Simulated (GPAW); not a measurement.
A run of GPAW 26.7.0 is set up as follows.

Contents of run.py:

```python
from ase import Atoms
from ase.dft.bandgap import bandgap
from ase.io import write
from ase.units import Bohr, GPa
from gpaw import GPAW, PW
from gpaw.elf import elf_from_dft_calculation

atoms = Atoms(['Sr', 'O'],
              cell=[[0.0, 2.5663, 2.5663],
                    [2.5663, 0.0, 2.5663],
                    [2.5663, 2.5663, 0.0]],
              scaled_positions=[[0.5, 0.5, 0.5],
                                [0.0, 0.0, 0.0]],
              pbc=True)

calc = GPAW(mode=PW(800),
            xc='MGGA_X_R2SCAN+MGGA_C_R2SCAN',
            kpts={'size': (9, 9, 9), 'gamma': True},
            occupations={'name': 'fermi-dirac', 'width': 0.05},
            nbands=16,
            convergence={'density': 1e-05, 'energy': 1e-05},
            maxiter=150,
            txt='gpaw.txt')
atoms.calc = calc
energy = atoms.get_potential_energy()
forces = atoms.get_forces()
stress = atoms.get_stress()
calc.write('gs.gpw')
write('result.traj', atoms)
print(f'Energy: {energy:.6f} eV')
print('Forces (eV/A):')
print(forces.round(4))
print('Stress (GPa):', (stress / GPa).round(3))
print('Fermi level:', round(calc.get_fermi_level(), 4), 'eV')
print(f'Gap: {bandgap(calc)[0]:.4f} eV, direct: {bandgap(calc, direct=True)[0]:.4f} eV')

# fields on the real-space grid
write('density.cube', atoms, data=calc.get_pseudo_density() * Bohr**3)
write('potential.cube', atoms, data=calc.get_electrostatic_potential())
write('elf.cube', atoms, data=elf_from_dft_calculation(calc).data)
```

Potentials or basis: GPAW PAW data sets (gpaw-data 1.2.1), pw.

Launch:

```console
$ OMP_NUM_THREADS=1 python run.py
```

(1) What does it give for the band gap on the k mesh?

(2) What does it give for the pressure?

## Answers

(1) 3.89 eV, indirect (least direct gap 3.97 eV).

(2) 2.1 GPa.

Caveat: the PAW data sets were made with another functional, which shifts forces and pressure a little; an odd mesh through Γ misses points on the zone boundary, where band edges often lie.
